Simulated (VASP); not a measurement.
A run of VASP 6.6.1 is set up as follows.

The input INCAR:

```
  ALGO = Normal
  EDIFF = 1E-7
  ENCUT = 520
  GGA = PE
  ISIF = 2
  ISMEAR = 0
  ISPIN = 2
  LASPH = True
  LCHARG = False
  LMAXMIX = 4
  LORBIT = 11
  LREAL = False
  LWAVE = False
  MAGMOM = 0.8
  NBANDS = 15
  NELM = 120
  PREC = Accurate
  SIGMA = 1.0
```

Contents of KPOINTS:

```
k-points
0
Gamma
  20 20 20
```

The input POSCAR:

```
Ni                                      
1.0
    0.0000000000      1.7705451096      1.7705451096
    1.7705451096      0.0000000000      1.7705451096
    1.7705451096      1.7705451096      0.0000000000
  Ni            
     1
Direct
     0.0000000000000000    0.0000000000000000    0.0000000000000000
```

The input KPOINTS_OPT:

```
path GXWKGLUWLK,UX
20
line-mode
reciprocal
 0.0000000000  0.0000000000  0.0000000000  G
 0.5000000000  0.0000000000  0.5000000000  X

 0.5000000000  0.0000000000  0.5000000000  X
 0.5000000000  0.2500000000  0.7500000000  W

 0.5000000000  0.2500000000  0.7500000000  W
 0.3750000000  0.3750000000  0.7500000000  K

 0.3750000000  0.3750000000  0.7500000000  K
 0.0000000000  0.0000000000  0.0000000000  G

 0.0000000000  0.0000000000  0.0000000000  G
 0.5000000000  0.5000000000  0.5000000000  L

 0.5000000000  0.5000000000  0.5000000000  L
 0.6250000000  0.2500000000  0.6250000000  U

 0.6250000000  0.2500000000  0.6250000000  U
 0.5000000000  0.2500000000  0.7500000000  W

 0.5000000000  0.2500000000  0.7500000000  W
 0.5000000000  0.5000000000  0.5000000000  L

 0.5000000000  0.5000000000  0.5000000000  L
 0.3750000000  0.3750000000  0.7500000000  K

 0.6250000000  0.2500000000  0.6250000000  U
 0.5000000000  0.0000000000  0.5000000000  X
```

Potentials or basis: VASP PAW PBE potentials, release 64 (Ni).

Run with:

```bash
$ cat potpaw_PBE.64/Ni/POTCAR > POTCAR
$ mpirun -np 1 vasp_std > vasp.out
```

Problem. What does it give for the band gap along the path?

Solution. None (metal or under the smearing width).

Problem. Estimate the net moment.

Solution. 0.00 μB per cell.

Problem. Estimate the pressure.

Solution. 0.0 GPa.

Levels at the corners of the path, in eV from the Fermi level:
Spin up:
| point | band 3 | band 4 | band 5 | band 6 | band 7 | band 8 |
| --- | --- | --- | --- | --- | --- | --- |
| Γ | -2.12 | -2.12 | -1.07 | -1.07 | 23.37 | 27.14 |
| X | -0.37 | -0.17 | -0.17 | 2.31 | 9.04 | 14.53 |
| X | -0.37 | -0.17 | -0.17 | 2.31 | 9.04 | 14.53 |
| W | -2.80 | -1.14 | -0.17 | 7.60 | 7.60 | 9.79 |
| W | -2.80 | -1.14 | -0.17 | 7.60 | 7.60 | 9.79 |
| K | -1.86 | -0.92 | -0.42 | 5.62 | 7.15 | 9.74 |
| K | -1.86 | -0.92 | -0.42 | 5.62 | 7.15 | 9.74 |
| Γ | -2.12 | -2.12 | -1.07 | -1.07 | 23.37 | 27.14 |
| Γ | -2.12 | -2.12 | -1.07 | -1.07 | 23.37 | 27.14 |
| L | -2.17 | -0.40 | -0.35 | -0.35 | 5.62 | 21.87 |
| L | -2.17 | -0.40 | -0.35 | -0.35 | 5.62 | 21.87 |
| U | -1.86 | -0.92 | -0.42 | 5.62 | 7.15 | 9.74 |
| U | -1.86 | -0.92 | -0.42 | 5.62 | 7.15 | 9.74 |
| W | -2.80 | -1.14 | -0.17 | 7.60 | 7.60 | 9.79 |
| W | -2.80 | -1.14 | -0.17 | 7.60 | 7.60 | 9.79 |
| L | -2.17 | -0.40 | -0.35 | -0.35 | 5.62 | 21.87 |
| L | -2.17 | -0.40 | -0.35 | -0.35 | 5.62 | 21.87 |
| K | -1.86 | -0.92 | -0.42 | 5.62 | 7.15 | 9.74 |
| U | -1.86 | -0.92 | -0.42 | 5.62 | 7.15 | 9.74 |
| X | -0.37 | -0.17 | -0.17 | 2.31 | 9.04 | 14.53 |
Spin down:
```csv
point,band 3,band 4,band 5,band 6,band 7,band 8
Γ,-2.12,-2.12,-1.07,-1.07,23.37,27.14
X,-0.37,-0.17,-0.17,2.31,9.04,14.53
X,-0.37,-0.17,-0.17,2.31,9.04,14.53
W,-2.80,-1.14,-0.17,7.60,7.60,9.79
W,-2.80,-1.14,-0.17,7.60,7.60,9.79
K,-1.86,-0.92,-0.42,5.62,7.15,9.74
K,-1.86,-0.92,-0.42,5.62,7.15,9.74
Γ,-2.12,-2.12,-1.07,-1.07,23.37,27.14
Γ,-2.12,-2.12,-1.07,-1.07,23.37,27.14
L,-2.17,-0.40,-0.35,-0.35,5.62,21.87
L,-2.17,-0.40,-0.35,-0.35,5.62,21.87
U,-1.86,-0.92,-0.42,5.62,7.15,9.74
U,-1.86,-0.92,-0.42,5.62,7.15,9.74
W,-2.80,-1.14,-0.17,7.60,7.60,9.79
W,-2.80,-1.14,-0.17,7.60,7.60,9.79
L,-2.17,-0.40,-0.35,-0.35,5.62,21.87
L,-2.17,-0.40,-0.35,-0.35,5.62,21.87
K,-1.86,-0.92,-0.42,5.62,7.15,9.74
U,-1.86,-0.92,-0.42,5.62,7.15,9.74
X,-0.37,-0.17,-0.17,2.31,9.04,14.53
```
